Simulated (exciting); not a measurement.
Wanted: an ASE script for an exciting (release sodium) run.

* Task: single point
* Functional: revPBE
* Potentials or basis: all-electron LAPW+lo, shipped species files, valence relativity iora*
* rgkmax: 9
* k mesh: 7 × 7 × 7
* Occupations: methfessel-paxton-2, width 0.1 eV
* Spin: spin-orbit coupling, no magnetisation
* outputlevel: normal
* Second variation with local orbitals (svlo): yes
* gmaxvr (cutoff of density and potential): 14 1/bohr
* lmaxapw (and lmaxmat): 10
* lmaxvr: 8
* nempty: 20
* Valence relativity: iora*
* epsengy: 1e-05 Ha
* epspot: 1e-05 Ha
* maxscl: 60
* Muffin-tin radii: Sn 2.3 bohr

The structure of Sn lies in Sn.cif:

```cif
data_Sn
_cell_length_a 4.57263724
_cell_length_b 4.57263724
_cell_length_c 4.57263724
_cell_angle_alpha 60.00000000
_cell_angle_beta 60.00000000
_cell_angle_gamma 60.00000000
_space_group_name_H-M_alt 'P1'
_space_group_name_Hall 'P 1'
_space_group_IT_number 1
loop_
_space_group_symop_operation_xyz
'x,y,z'
loop_
_atom_site_label
_atom_site_type_symbol
_atom_site_symmetry_multiplicity
_atom_site_Wyckoff_symbol
_atom_site_fract_x
_atom_site_fract_y
_atom_site_fract_z
_atom_site_occupancy
Sn1 Sn 1 a 0.7500000000 0.7500000000 0.7500000000 1
Sn2 Sn 1 a 0.5000000000 0.5000000000 0.5000000000 1
```

This isn't the form of Sn at room conditions, which is tetragonal (white tin).

These files were run (other wordings do the same):

run_exciting.py

```python
import subprocess
import xml.etree.ElementTree as ET
from ase.io import read
from ase.units import Bohr

atoms = read("Sn.cif")
rmt = {'Sn': 2.3}  # bohr
tasks = """
<groundstate do="fromscratch" ngridk="7 7 7" rgkmax="9" gmaxvr="14" lmaxapw="10" lmaxmat="10" lmaxvr="8" xctype="GGA_PBE_R" stype="Methfessel-Paxton 2" swidth="0.00367493" nempty="20" ValenceRelativity="iora*" epsengy="1e-05" epspot="1e-05" maxscl="60" outputlevel="normal" useDensityMatrix="false">
  <spin spinorb="true" svlo="true"/>
</groundstate>
"""

root = ET.Element("input")
ET.SubElement(root, "title").text = "Sn"
structure = ET.SubElement(root, "structure", speciespath="./", tshift="false")
crystal = ET.SubElement(structure, "crystal", scale="1.0")
for vector in atoms.cell / Bohr:
    ET.SubElement(crystal, "basevect").text = " ".join(f"{x:.12f}" for x in vector)
symbols = atoms.get_chemical_symbols()
for element in dict.fromkeys(symbols):
    species = ET.SubElement(structure, "species", speciesfile=element + ".xml", rmt=str(rmt[element]))
    for symbol, position in zip(symbols, atoms.get_scaled_positions(wrap=False)):
        if symbol == element:
            ET.SubElement(species, "atom", coord=" ".join(f"{x:.12f}" for x in position))
root.extend(ET.fromstring("<tasks>" + tasks + "</tasks>"))
ET.indent(root)
ET.ElementTree(root).write("input.xml")
subprocess.run(["exciting_smp"], check=True)
```

Potentials or basis: all-electron LAPW+lo, shipped species files, valence relativity iora*.

Launch:

```sh
$ OMP_NUM_THREADS=1 python run_exciting.py
```

It gave:

```yaml
Band_gap_on_the_k_mesh: none (metal or under the smearing width)
All_electrons_inside_the_program's_atomic_spheres: Sn 47.43 (radii Sn 2.3 bohr)
Density_of_states_at_the_Fermi_level: 0.25 states/eV per cell
```

Caveat: total energies with spin-orbit coupling aren't reliable in this program, so none is listed and the log's shouldn't be used.

Wall time 4.3 min on 1 thread of Intel(R) Xeon(R) 6975P-C (Granite Rapids) (shared host), peak memory 0.21 GiB.
